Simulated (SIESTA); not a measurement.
ZnS:

```
CELL_PARAMETERS angstrom
0.00000 2.70200 2.70200
2.70200 0.00000 2.70200
2.70200 2.70200 0.00000
ATOMIC_POSITIONS crystal
Zn 0.75000 0.75000 0.75000
S 0.00000 0.00000 0.00000
```

Base run:

```yaml
Program: SIESTA 5.4.2
Functional: vdW-DF-cx
Potentials_or_basis: PseudoDojo 0.4 standard (PBE files)
Basis: DZP (energy shift 0.002 Ry)
Grid_cutoff: 800 Ry
Energy_shift: 0.002 Ry
k_mesh: 9 × 9 × 9
Occupations: fermi-dirac, width 0.05 eV
Spin: no spin polarisation
```

Its results: band gap on the k mesh 2.65 eV, direct; pressure 1.4 GPa.

Problem. After a change of settings the same cell gave: band gap on the k mesh 2.71 eV, direct; pressure 2.0 GPa. Which change was it?
A. functional from vdW-DF-cx to vdW-DF-C09
B. functional from vdW-DF-cx to PBE; k mesh from 9 × 9 × 9 to 7 × 7 × 7
C. functional from vdW-DF-cx to RGE2
D. functional from vdW-DF-cx to PBE

Solution. C.

Caveats: semicore shells carry a single zeta, which can move pressures by several GPa and volumes by a few percent; the valence orbitals were made in a potential fitted to the semicore shell under them, which widens gaps by tenths of an eV or more; the potentials were made for another functional, which shifts forces and pressure; the basis of atomic orbitals isn't converged, which shifts pressures, moduli and gaps.

Not every run made on this cell is shown here.
